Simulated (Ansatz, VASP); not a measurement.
## One calculation of CuI (Marshite), two programs

The input INCAR:

```
PREC = Accurate
ENCUT = 600
EDIFF = 1E-6
ISMEAR = 0
SIGMA = 0.02
LREAL = False
LASPH = True
NELM = 100
ALGO = Normal
ISIF = 3
LWAVE = False
LCHARG = False
GGA = PE
IBRION = 2
NSW = 100
EDIFFG = -0.005
```

KPOINTS

```
regular mesh
0
Gamma
  8 8 8
```

Contents of POSCAR:

```
CuI
1.0
    0.0000000000      3.0315000000      3.0315000000
    3.0315000000      0.0000000000      3.0315000000
    3.0315000000      3.0315000000      0.0000000000
Cu I
1 1
Direct
    0.2500000000      0.2500000000      0.2500000000
    0.0000000000      0.0000000000      0.0000000000
```

Input for Ansatz:

```yaml
crystal:
  lattice:
    - [0.0, 3.0315, 3.0315]
    - [3.0315, 0.0, 3.0315]
    - [3.0315, 3.0315, 0.0]
  atoms:
    - { symbol: Cu, position: [0.25, 0.25, 0.25] }
    - { symbol: I, position: [0.0, 0.0, 0.0] }
basis:
  ecutwfc: 420
kpoints:
  mp_grid: { grid: [8, 8, 8] }
hamiltonian:
  xc: pbe
scf:
  occupations: { method: gaussian, width: 0.02 }
output:
  forces: true
  stress: true
  eigenvalues: true
  write_density: true
  write_potential: true
  elf: true
  volumetric_format: npy
relax:
  adjacent_minimum: "off"
  f_tol: 0.005
  max_steps: 80
  cell: { stress_tol: 0.05 }
```

Alike in both runs: task relaxation of cell and atoms; functional PBE; k mesh 8 × 8 × 8; occupations gaussian, width 0.02 eV; no spin polarisation.

|  | VASP | Ansatz |
| --- | --- | --- |
| version | VASP 6.6.1 | Ansatz 0.2.0 |
| potentials or method | VASP PAW PBE potentials, release 64 (Cu, I) | scalar-relativistic, plane waves, PAW |
| plane-wave cutoff (eV) | 600 | 420 |
| valence electrons in the cell | 18 | 36 |

```csv
,VASP,Ansatz,Ansatz less VASP
"gap on the k mesh at the Fermi level, each at its own relaxed structure (eV)",1.12,1.10,-0.017
relaxed volume (Å³/atom),28.13,28.07,-0.060
relaxed cell length with the largest relative difference (Å),4.301,4.298,-0.0031
```

The two sets of potentials don't hold the same shells in valence.

Caveats: spin-orbit coupling is left out, which moves the levels of the heavy elements. PBE usually gives volumes a little too large and moduli too small. Zero-point motion and thermal expansion aren't in these numbers.
